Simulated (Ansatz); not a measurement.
The system is Na2S.

```
S Na
1.0
     0.00000    3.27350    3.27350
     3.27350    0.00000    3.27350
     3.27350    3.27350    0.00000
S Na
1 2
Direct
  0.00000 0.00000 0.00000
  0.75000 0.75000 0.75000
  0.25000 0.25000 0.25000
```

Program: Ansatz 0.2.0. Alike in all runs: potentials or basis Ansatz PAW; no spin polarisation; cell as given.

**Question.** Order these runs on this cell by their band gap on the k mesh, lowest first.
A. level HSE06; k mesh 6 × 6 × 6; cutoff (eV) 420; smearing fixed; level hse06; run kind scf
B. level PBE0; k mesh 6 × 6 × 6; cutoff (eV) 420; smearing fixed; level pbe0; run kind scf
C. level LDA; k mesh 8 × 8 × 8; cutoff (eV) 420; smearing fixed; level lda; run kind scf
D. level r2SCAN+rVV10; k mesh 7 × 7 × 7; cutoff (eV) 500; smearing gaussian 0.05 eV; broadening 0.05 eV
E. level PBE; k mesh 7 × 7 × 7; cutoff (eV) 420; smearing fermi-dirac 0.05 eV; points for each segment of the path 14

**Answer.** C (2.24 eV), E (2.48 eV), D (2.96 eV), A (3.46 eV), B (4.13 eV).

Caveats: odd divisions of the mesh miss points on the zone boundary, where band edges often lie, so the gap on the mesh can be too wide (some runs).

A k mesh can miss the band edges.

Not every run made on this cell is shown here.
